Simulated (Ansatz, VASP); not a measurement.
**MnO: VASP beside Ansatz**

```xyz
2
Lattice="0.0000 2.2220 2.2220 2.2220 0.0000 2.2220 2.2220 2.2220 0.0000" Properties=species:S:1:pos:R:3 pbc="T T T"
Mn    0.0000    0.0000    0.0000
O     2.2220    2.2220    2.2220
```

Change from the starting cell: parallel moments scaled by 0.1, free total moment.

Alike in both runs: task single point; functional PBEsol; k mesh 7 × 7 × 7; occupations fermi-dirac, width 0.03 eV; collinear spin.

|  | VASP | Ansatz |
| --- | --- | --- |
| version | VASP 6.6.1 | Ansatz 0.2.0 |
| potentials or method | VASP PAW PBE potentials, release 64 (Mn_pv, O) | PAW, plane waves, scalar-relativistic |
| plane-wave cutoff (eV) | 520 | 420 |
| valence electrons in the cell | 19 | 21 |

|  | VASP | Ansatz | Ansatz less VASP |
| --- | --- | --- | --- |
| pressure (GPa) | -7.9 | -8.4 | -0.50 |
| net moment per atom (μB) | 2.34 | 2.34 | -0.001 |
| size of the moment on the site where the two differ most (μB) | 4.27 | 3.98 | -0.284 |

Site moments also hang on the region over which each program counts them. With one functional, cell and mesh, what is left measures potentials, basis and numerics. The two sets of potentials don't hold the same shells in valence.

Caveats: the PAW data sets were made with another functional, which shifts forces and pressure a little (VASP); a cell with one magnetic atom can't hold antiferromagnetic order, which such compounds often take.
